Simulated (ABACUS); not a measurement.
# CdS (P3m1) in ABACUS: a series of runs

The runs below take CdS through equation of state, with r2SCAN.

Program: ABACUS 3.10.1. These are calculated values, not measurements. Logs are shortened: lines on timing, memory, paths and dates and some standing lists are left out, and cuts for length are marked.

### 1 The structure

Symmetry: P3m1, No. 156, trigonal system. Conventional cell: a = 4.261 Å, b = 4.261 Å, c = 5.804 Å, α = 90.00°, β = 90.00°, γ = 120.00°. Cd (site symmetry 3m) is surrounded by 3 S at 2.46 Å. S (site symmetry 3m) has 3 Cd at 2.46 Å as nearest neighbours.

Measurements of this composition are mostly on another form, of space group No. 186.

### 2 Equation of state, r2SCAN, 42.90 Å³/atom (volume scaled by 0.94)

The input, INPUT:

```
INPUT_PARAMETERS
suffix              CdS
calculation         scf
basis_type          lcao
pseudo_dir          ./
orbital_dir         ./
symmetry            1
dft_functional      MGGA_X_R2SCAN+MGGA_C_R2SCAN
ecutwfc             103
pseudo_rcut         7
nspin               1
nbands              17
ks_solver           genelpa
smearing_method     fd
smearing_sigma      0.00367493
scf_thr             1e-07
scf_nmax            100
mixing_type         broyden
mixing_beta         0.7
cal_force           1
cal_stress          1
mixing_tau          1
out_mul             1
```

The input, STRU:

```
ATOMIC_SPECIES
Cd 112.4140 Cd_ONCV_PBE-1.2.upf
S 32.0600 S_ONCV_PBE-1.2.upf

NUMERICAL_ORBITAL
Cd_confined-atom_7au_3s2p2d1f.orb
S_confined-atom_7au_2s2p1d.orb

LATTICE_CONSTANT
7.8880617853

LATTICE_VECTORS
1.0000000000 0.0000000000 0.0000000000
-0.5000000000 0.8660254038 0.0000000000
0.0000000000 0.0000000000 1.3621079426

ATOMIC_POSITIONS
Cartesian

Cd
0.0
1
0.0000000000 0.0000000000 0.6029941803 1 1 1

S
0.0
1
0.5000000000 0.2886751346 0.5915744853 1 1 1
```

The input, KPT:

```
K_POINTS
0
Gamma
5 5 4 0 0 0
```

Potentials or basis: SG15 ONCV 1.2 PBE, DZP LCAO (the cutoffs set its grid).

Command:

```sh
$ OMP_NUM_THREADS=1 mpirun -np 4 abacus > log
```

running log:

```text
ABACUS v3.10.1

               Atomic-orbital Based Ab-initio Computation at UStc

 ------------------------------------------------------------------------------------

 READING GENERAL INFORMATION
                           global_out_dir = OUT.CdS/
                           global_in_card = INPUT
                               pseudo_dir = ./
                              orbital_dir = ./
                                    DSIZE = 4
                                    GSIZE = 1

 READING UNITCELL INFORMATION
                                    ntype = 2
                  lattice constant (Bohr) = 7.88806
              lattice constant (Angstrom) = 4.17418

 READING ATOM TYPE 1
                               atom label = Cd
                      L=0, number of zeta = 3
                      L=1, number of zeta = 2
                      L=2, number of zeta = 2
                      L=3, number of zeta = 1
             number of atom for this type = 1

 READING ATOM TYPE 2
                               atom label = S
                      L=0, number of zeta = 2
                      L=1, number of zeta = 2
                      L=2, number of zeta = 1
             number of atom for this type = 1

                        TOTAL ATOM NUMBER = 2
CARTESIAN COORDINATES ( UNIT =       7.888061785300 Bohr ).
    atom                   x                   y                   z     mag                  vx                  vy                  vz
tauc_Cd1            0.0000000000        0.0000000000        0.6029941803  0.0000        0.0000000000        0.0000000000        0.0000000000
tauc_S1            0.5000000000        0.2886751346        0.5915744853  0.0000        0.0000000000        0.0000000000        0.0000000000

                          Volume (Bohr^3) = 578.966
                             Volume (A^3) = 85.7938

 Lattice vectors: (Cartesian coordinate: in unit of a_0)
                   +1                  +0                  +0
                 -0.5           +0.866025                  +0
                   +0                  +0            +1.36211
 Reciprocal vectors: (Cartesian coordinate: in unit of 2 pi/a_0)
                   +1            +0.57735                  -0
                   -0             +1.1547                  -0
                   +0                  -0           +0.734156
 The esolver type has been set to : ksdft_lcao

                PAO radial cut off (Bohr) = 7

 Read in pseudopotential file is Cd_ONCV_PBE-1.2.upf
                     pseudopotential type = NC
          exchange-correlation functional = PBE
                 nonlocal core correction = 0
                        valence electrons = 20
                                     lmax = 2
                           number of zeta = 0
[... 5 lines left out ...]
                           L of projector = 2
                           L of projector = 2
 XC functional updated to : MGGA_X_R2SCAN+MGGA_C_R2SCAN
          exchange-correlation functional = MGGA_X_R2SCAN+MGGA_C_R2SCAN
                PAO radial cut off (Bohr) = 7

 Read in pseudopotential file is S_ONCV_PBE-1.2.upf
                     pseudopotential type = NC
          exchange-correlation functional = PBE
                 nonlocal core correction = 0
                        valence electrons = 6
                                     lmax = 1
                           number of zeta = 0
                     number of projectors = 4
                           L of projector = 0
                           L of projector = 0
                           L of projector = 1
                           L of projector = 1
 XC functional updated to : MGGA_X_R2SCAN+MGGA_C_R2SCAN
          exchange-correlation functional = MGGA_X_R2SCAN+MGGA_C_R2SCAN
     initial pseudo atomic orbital number = 0

 SETUP THE ELECTRONS NUMBER
            electron number of element Cd = 20
      total electron number of element Cd = 20
             electron number of element S = 6
       total electron number of element S = 6
            AUTOSET number of electrons:  = 26
                           occupied bands = 13
                                   NLOCAL = 39
                                   NBANDS = 17
                                   NBANDS = 17
                                   NLOCAL = 39

%%%%%%%%%%%%%%%%%%%%%%%%%%%%%%%%%%%%%%%%%%%%%%%%%%%%%%%%%%%%%%%%%%%%%%%%%%%%%%%%%%%%%%%%%%%%%%%%%%%%%%%%%%
 Warning: the number of valence electrons in pseudopotential > 12 for Cd: [Kr] 4d10 5s2
 Pseudopotentials with additional electrons can yield (more) accurate outcomes, but may be less efficient.
 If you're confident that your chosen pseudopotential is appropriate, you can safely ignore this warning.
%%%%%%%%%%%%%%%%%%%%%%%%%%%%%%%%%%%%%%%%%%%%%%%%%%%%%%%%%%%%%%%%%%%%%%%%%%%%%%%%%%%%%%%%%%%%%%%%%%%%%%%%%%

 SETUP THE PLANE WAVE BASIS
 energy cutoff for charge/potential (unit:Ry) = 412
            fft grid for charge/potential = [ 54, 54, 72 ]
                        fft grid division = [ 3, 3, 3 ]
        big fft grid for charge/potential = [ 18, 18, 24 ]
                                     nbxx = 1944
                                     nrxx = 52488

 SETUP PLANE WAVES FOR CHARGE/POTENTIAL
                    number of plane waves = 81693
                         number of sticks = 1777

 PARALLEL PW FOR CHARGE/POTENTIAL
     PROC   COLUMNS(POT)             PW
        1            444          20424
        2            445          20423
        3            445          20423
        4            443          20423
 --------------- sum -------------------
        4           1777          81693
                            number of |g| = 4106
[... 38 lines left out ...]
                                       C3 = 2
                                       C4 = 0
                                       C6 = 0
                                       S1 = 3
                                       S3 = 0
                                       S4 = 0
                                       S6 = 0
                              POINT GROUP = C_3v
                                       C2 = 0
                                       C3 = 2
                                       C4 = 0
                                       C6 = 0
                                       S1 = 3
                                       S3 = 0
                                       S4 = 0
                                       S6 = 0
               POINT GROUP IN SPACE GROUP = C_3v

 SETUP K-POINTS
                                    nspin = 1
                   Input type of k points = Monkhorst-Pack(Gamma)
                                   nkstot = 100
                       right hand lattice = 1
(for reciprocal lattice: )
                             BRAVAIS TYPE = 4
                     BRAVAIS LATTICE NAME = 04. Hexagonal cell
                                    ibrav = 4
                       right hand lattice = 1
(for k-lattice: )
                             BRAVAIS TYPE = 4
                     BRAVAIS LATTICE NAME = 04. Hexagonal cell
                                    ibrav = 4
                       right hand lattice = 1
                        ROTATION MATRICES = 24
                               nkstot_ibz = 17
K-POINTS REDUCTION ACCORDING TO SYMMETRY
     IBZ    DIRECT_X    DIRECT_Y    DIRECT_Z  WEIGHT  ibz2bz
       1  0.00000000  0.00000000  0.00000000  0.0100       0
       2 -0.20000000  0.20000000  0.00000000  0.0600       1
       3 -0.40000000  0.40000000  0.00000000  0.0600       2
       4 -0.20000000  0.40000000  0.00000000  0.0600       6
       5  0.40000000  0.40000000  0.00000000  0.0600       7
       6  0.00000000  0.00000000  0.25000000  0.0200      25
[... 9 lines left out ...]
      16 -0.20000000  0.40000000  0.50000000  0.0600      56
      17  0.40000000  0.40000000  0.50000000  0.0600      57

                               nkstot now = 17
[... K-POINTS DIRECT COORDINATES: 17 rows ...]

           k-point number in this process = 17
       minimum distributed K point number = 17
[... stars of the k points ...]

[... K-POINTS CARTESIAN COORDINATES: 17 rows ...]

[... K-POINTS DIRECT COORDINATES: 17 rows ...]

 SETUP PLANE WAVES FOR WAVE FUNCTIONS
     energy cutoff for wavefunc (unit:Ry) = 103
              fft grid for wave functions = [ 54, 54, 72 ]
                    number of plane waves = 12451
                         number of sticks = 511

 PARALLEL PW FOR WAVE FUNCTIONS
     PROC   COLUMNS(POT)             PW
        1            125           3113
        2            130           3112
        3            127           3113
        4            129           3113
 --------------- sum -------------------
        4            511          12451

 SET NONLOCAL PSEUDOPOTENTIAL PROJECTORS
 SET NONLOCAL PSEUDOPOTENTIAL PROJECTORS
 max number of nonlocal projetors among all species is 6

 -------------------------------------------
 SELF-CONSISTENT
 -------------------------------------------

 SETUP SEARCHING RADIUS FOR PROGRAM TO SEARCH ADJACENT ATOMS
                  longest orb rcut (Bohr) = 7
   longest nonlocal projector rcut (Bohr) = 3.1
                     search radius (Bohr) = 20.2
              searching radius is (Bohr)) = 20.2
         searching radius unit is (Bohr)) = 7.89
                         PeriodicBoundary = 1
                        Radius(unit:lat0) = 2.56
                                   glayer = [ 4, 4, 3 ]
                             glayer_minus = [ 3, 3, 2 ]

Find the coordinate range of the input atom(unit:lat0).
                                  min_tau = [ -4.5, -2.6, -2.13 ]
                                  max_tau = [ 5, 2.89, 3.33 ]
                                BoxNumber = [ 7, 7, 5 ]

 SETUP EXTENDED REAL SPACE GRID FOR GRID INTEGRATION
                          real space grid = [ 54, 54, 72 ]
                 big cell numbers in grid = [ 18, 18, 24 ]
             meshcell numbers in big cell = [ 3, 3, 3 ]
                        extended fft grid = [ 19, 19, 16 ]
                dimension of extened grid = [ 57, 57, 57 ]
                            UnitCellTotal = 75
              Atom number in sub-FFT-grid = 2
    Local orbitals number in sub-FFT-grid = 39
                                ParaV.nnr = 11562
                                 init_chg = atomic

 LCAO ALGORITHM --------------- ION=   1  ELEC=   1--------------------------------

 Density error is 0.059110929246
----------------------------------------------------------
     Energy           Rydberg                 eV
----------------------------------------------------------
 E_KohnSham     -331.2693165492      -4507.1502776344
 E_Harris       -333.6574814699      -4539.6429283204
 E_Fermi        0.1536775749         2.0908906729
----------------------------------------------------------
[... 102 lines left out ...]
 Density error is 7.0358765475e-08
----------------------------------------------------------
     Energy           Rydberg                 eV
----------------------------------------------------------
 E_KohnSham     -331.3548063607      -4508.3134261919
 E_KS(sigma->0) -331.3548063607      -4508.3134261919
 E_Harris       -331.3548049244      -4508.3134066510
 E_band         -48.4202782217       -658.7916825604
 E_one_elec     -316.6630885637      -4308.4223507451
 E_Hartree      156.2759255587       2126.2430478226
 E_xc           -32.3056809802       -439.5413391014
 E_Ewald        -138.6619623755      -1886.5927841680
 E_entropy(-TS) -0.0000000000        -0.0000000000
 E_descf        0.0000000000         0.0000000000
 E_exx          0.0000000000         0.0000000000
 E_Fermi        0.2213983657         3.0122793009
----------------------------------------------------------

 charge density convergence is achieved
 final etot is -4508.3134262 eV
 EFERMI = 3.0122793009 eV

 STATE ENERGY(eV) AND OCCUPATIONS    NSPIN == 1
 1/17 kpoint (Cartesian) = 0.0000 0.0000 0.0000 (2539 pws)
       1       -102.592      0.0200000
       2       -62.5893      0.0200000
       3       -62.5893      0.0200000
       4       -62.5852      0.0200000
       5       -10.7000      0.0200000
       6       -6.41063      0.0200000
[... 9 lines left out ...]
      16        9.48540    1.19189e-58
[... 82 lines left out ...]
       4       -62.5852      0.0400000
       5       -10.6988      0.0400000
       6       -6.41057      0.0400000
[... 9 lines left out ...]
      16        9.48798    2.26380e-58
      17        10.2441    6.12369e-65

[... levels at 11 further k points ...]

 correction force for each atom along direction 1 is -0.0146837
 correction force for each atom along direction 2 is 0.0119872
 correction force for each atom along direction 3 is -4.41196e-05
------------------------------------------------------------------------------------------
 TOTAL-FORCE (eV/Angstrom)
------------------------------------------------------------------------------------------
                       Cd1         0.0000000000         0.0000000000         0.0149547931
                        S1         0.0000000000         0.0000000000        -0.0149547931
------------------------------------------------------------------------------------------

----------------------------------------------------------------
 TOTAL-STRESS (KBAR)
----------------------------------------------------------------
        23.9323925633        -0.0000000000        -0.0000000000
         0.0000000000        23.9323925625        -0.0000000000
         0.0000000000         0.0000000000        -1.2597634539
----------------------------------------------------------------
 TOTAL-PRESSURE: 15.535007 KBAR

 --------------------------------------------
 !FINAL_ETOT_IS -4508.3134261918930861 eV
 --------------------------------------------
```

Run time: 15 s. Hardware: 4 MPI ranks of Intel Xeon Platinum 8375C at 2.90GHz (Ice Lake), shared host; peak memory 0.48 GiB.

Results:

```
Free energy            : -4508.3134 eV
Pressure               : 1.6 GPa
Largest force          : 0.015 eV/Å
Band gap on the k mesh : 2.23 eV, direct
Mulliken charges       : Cd +0.54; S -0.54 e
```

Caveat: the atomic orbitals were generated for these runs and aren't a published set; Mulliken charges move with the basis; the potentials were made for another functional, which shifts forces and pressure; an odd mesh through Γ misses points on the zone boundary, where band edges often lie; the basis of atomic orbitals isn't converged, which shifts pressures, moduli and gaps.

### 3 Equation of state, r2SCAN, 44.72 Å³/atom (volume scaled by 0.98)

INPUT is that of step 2.

STRU, as its differences from that of step 2:

```diff
@@ -9,3 +9,3 @@
 LATTICE_CONSTANT
-7.8880617853
+7.9983986181
 
@@ -14,3 +14,3 @@
 -0.5000000000 0.8660254038 0.0000000000
-0.0000000000 0.0000000000 1.3621079426
+0.0000000000 0.0000000000 1.3621079425
```

KPT is that of step 2.

Potentials or basis: SG15 ONCV 1.2 PBE, DZP LCAO (the cutoffs set its grid).

Command:

```sh
$ OMP_NUM_THREADS=1 mpirun -np 4 abacus > log
```

Run time: 13 s. Hardware: 4 MPI ranks of Intel Xeon Platinum 8375C at 2.90GHz (Ice Lake), shared host; peak memory 0.48 GiB.

Results (log left out):

```
Free energy            : -4508.3313 eV
Pressure               : 0.1 GPa
Band gap on the k mesh : 2.13 eV, direct
Mulliken charges       : Cd +0.57; S -0.57 e
```

Caveat: the atomic orbitals were generated for these runs and aren't a published set; Mulliken charges move with the basis; the potentials were made for another functional, which shifts forces and pressure; an odd mesh through Γ misses points on the zone boundary, where band edges often lie; the basis of atomic orbitals isn't converged, which shifts pressures, moduli and gaps.

### 4 Equation of state, r2SCAN, 46.55 Å³/atom (volume scaled by 1.02)

INPUT is that of step 3.

STRU, as its differences from that of step 3:

```diff
@@ -9,3 +9,3 @@
 LATTICE_CONSTANT
-7.9983986181
+8.1057724859
```

KPT is that of step 3.

Command:

```sh
$ OMP_NUM_THREADS=1 mpirun -np 4 abacus > log
```

It took 18 s on 4 MPI ranks of Intel Xeon Platinum 8375C at 2.90GHz (Ice Lake), shared host; peak memory 0.48 GiB.

It converged, with:

* Free energy: -4508.3190 eV
* Pressure: -1.1 GPa
* Largest force: 0.009 eV/Å
* Band gap on the k mesh: 2.03 eV, direct
* Mulliken charges: Cd +0.60; S -0.60 e

Caveat: the atomic orbitals were generated for these runs and aren't a published set; Mulliken charges move with the basis; the potentials were made for another functional, which shifts forces and pressure; an odd mesh through Γ misses points on the zone boundary, where band edges often lie; the basis of atomic orbitals isn't converged, which shifts pressures, moduli and gaps.

### 5 Equation of state, r2SCAN, 48.37 Å³/atom (volume scaled by 1.06)

INPUT is that of step 4.

STRU, as its differences from that of step 4:

```diff
@@ -9,3 +9,3 @@
 LATTICE_CONSTANT
-8.1057724859
+8.2103746355
 
@@ -14,3 +14,3 @@
 -0.5000000000 0.8660254038 0.0000000000
-0.0000000000 0.0000000000 1.3621079425
+0.0000000000 0.0000000000 1.3621079426
```

KPT is that of step 4.

Command:

```sh
$ OMP_NUM_THREADS=1 mpirun -np 4 abacus > log
```

Wall time 15 s (4 MPI ranks of Intel Xeon Platinum 8375C at 2.90GHz (Ice Lake), shared host); peak memory 0.48 GiB.

The run converged. Its results:

```yaml
Free_energy: -4508.2825 eV
Pressure: -2.1 GPa
Largest_force: 0.020 eV/Å
Band_gap_on_the_k_mesh: 1.88 eV, indirect (least direct gap 1.93 eV)
Mulliken_charges: Cd +0.62; S -0.62 e
```

Caveat: the atomic orbitals were generated for these runs and aren't a published set; Mulliken charges move with the basis; the potentials were made for another functional, which shifts forces and pressure; an odd mesh through Γ misses points on the zone boundary, where band edges often lie; the basis of atomic orbitals isn't converged, which shifts pressures, moduli and gaps.

### 6 Equation of state, r2SCAN

Potentials or basis: SG15 ONCV 1.2 PBE, DZP LCAO (the cutoffs set its grid).

No new run: the results of the series are fitted here.

Results:

```
Equilibrium volume                        : 44.83 Å³/atom
Bulk modulus at fixed shape and positions : 32 GPa
Pressure derivative of the bulk modulus   : 4.4 (rough: it moves with the points fitted)
```

Energy against volume, from the lowest point:
| volume (Å³/atom) | energy (meV/atom) |
| --- | --- |
| 42.897 | 8.96 |
| 44.722 | 0.00 |
| 46.548 | 6.15 |
| 48.373 | 24.42 |

Caveat: the atomic orbitals were generated for these runs and aren't a published set; the cell was scaled at fixed shape and fractional positions, which overstates the stiffness of a crystal with free parameters, most of all of layers and chains; the potentials were made for another functional, which shifts forces and pressure; the basis of atomic orbitals isn't converged, which shifts pressures, moduli and gaps.
